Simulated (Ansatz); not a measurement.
**InPd: one candidate structure**

Aim: relax InPd from this start, tenorite type (C2/c, No. 15), and see where it ends.

Program: Ansatz 0.2.0. Level of theory: DFT PBE, scalar-relativistic, plane waves, PAW. These are calculated values, not measurements.

### 1 The starting structure

It takes space group C2/c (No. 15, monoclinic). The conventional cell has a = 5.620 Å, b = 4.107 Å, c = 6.154 Å, α = 90.00°, β = 99.54°, γ = 90.00°. Around In (site symmetry -1) lie 4 Pd at 2.34 to 2.35 Å. Pd (site symmetry 2) is surrounded by 4 In at 2.34 to 2.35 Å.

As a file:

```
In Pd
1.0
     2.80988   -2.05331    0.00000
     2.80988    2.05331    0.00000
    -1.01991    0.00000    6.06871
In Pd
2 2
Direct
  0.00000 0.50000 0.00000
  0.50000 0.00000 0.50000
  0.58160 0.41840 0.25000
  0.41840 0.58160 0.75000
```

(A quick probe on a coarse mesh, which set the mesh and smearing, is not shown.)

### 3 Rough relaxation on the coarse mesh

File input.yaml:

```yaml
crystal:
  lattice:
    - [2.8098793194, -2.0533110486, 0.0]
    - [2.8098793194, 2.0533110486, 0.0]
    - [-1.0199123419, 0.0, 6.0687082064]
  atoms:
    - { symbol: In, position: [0.0, 0.5, 0.0] }
    - { symbol: In, position: [0.5, 0.0, 0.5] }
    - { symbol: Pd, position: [0.5816, 0.4184, 0.25] }
    - { symbol: Pd, position: [0.4184, 0.5816, 0.75] }
basis:
  ecutwfc: 420
kpoints:
  mp_grid: { grid: [6, 6, 4] }
hamiltonian:
  xc: pbe
scf:
  occupations: { method: gaussian, width: 0.1 }
  lower_state_search: "off"
output:
  forces: true
  stress: true
  eigenvalues: true
relax:
  adjacent_minimum: "off"
  f_tol: 0.04
  max_steps: 70
  cell: { stress_tol: 0.4 }
```

On the command line:

```sh
ansatz run input.yaml --threads 1 --pin off --max-ram 2560MiB --backend cpu --events-out ev --progress --plain --runs-dir out
```

The session goes on with these runs: the relaxation.

Q: Predict the outcome of this session.

The runs gave:

Formation energies count from the elements, computed with the same settings in runs not shown here.

| quantity | value |
| --- | --- |
| cell (conventional) | a = 3.181 Å, b = 3.181 Å, c = 12.860 Å, α = 90.00°, β = 90.00°, γ = 120.00° |
| space group | R-3m (No. 166) |
| volume | 18.77 Å³/atom |
| gap on the mesh | none (metal) |
| formation energy from the elements | -0.370 eV/atom |

What this shows: The structure ended in another space group than at the start: C2/c to R-3m. With -0.37 eV/atom it lies under the elements, which doesn't yet make it stable against other compounds of them.
